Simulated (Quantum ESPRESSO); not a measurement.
Crystal: TaN.

```
CELL_PARAMETERS angstrom
5.19100 0.00000 0.00000
-2.59550 4.49554 0.00000
0.00000 0.00000 2.90800
ATOMIC_POSITIONS crystal
Ta 0.66667 0.33333 0.50000
Ta 0.33333 0.66667 0.50000
Ta 0.00000 0.00000 0.00000
N 0.00000 0.50000 0.00000
N 0.50000 0.50000 0.00000
N 0.50000 0.00000 0.00000
```

- Program: Quantum ESPRESSO 7.5
- Task: single point
- Functional: PBE
- Potentials or basis: SSSP 1.3 efficiency PBE
- Cutoff: 816 eV
- Density cutoff: 6531 eV
- k mesh: 6 × 6 × 9
- Occupations: fermi-dirac, width 0.05 eV
- Spin: no spin polarisation

On this cell: pressure 9.4 GPa; largest force under 0.003 eV/Å; band gap on the k mesh none (metal or under the smearing width).

The same run follows on a disturbed copy (atoms moved at random, drawn with an rms of 0.05 Å):

```
CELL_PARAMETERS angstrom
5.19100 0.00000 0.00000
-2.59550 4.49554 0.00000
0.00000 0.00000 2.90800
ATOMIC_POSITIONS crystal
Ta 0.66406 0.33365 0.50720
Ta 0.32828 0.66369 0.50070
Ta 0.00293 0.99694 0.99074
N 0.99717 0.49928 0.01932
N 0.50777 0.51204 0.00589
N 0.49870 0.99620 0.00418
```

Problem. What does the disturbed cell give?

Solution. The energy (extrapolated to zero smearing) moves by +6.7 meV/atom; pressure 9.7 GPa; largest force 0.968 eV/Å; band gap on the k mesh none (metal or under the smearing width).

Forces in eV/Å, atoms in the order of the input:
```
Ta  -0.032 -0.313  0.195
Ta   0.196  0.228  0.613
Ta  -0.222 -0.308  0.402
N   -0.014 -0.098 -0.963
N    0.486 -0.076 -0.169
N   -0.414  0.567 -0.078
```

Stress tensor (GPa, compression positive):
```
 9.37  0.19 -0.04
 0.19  8.31  0.12
-0.04  0.12 11.27
```
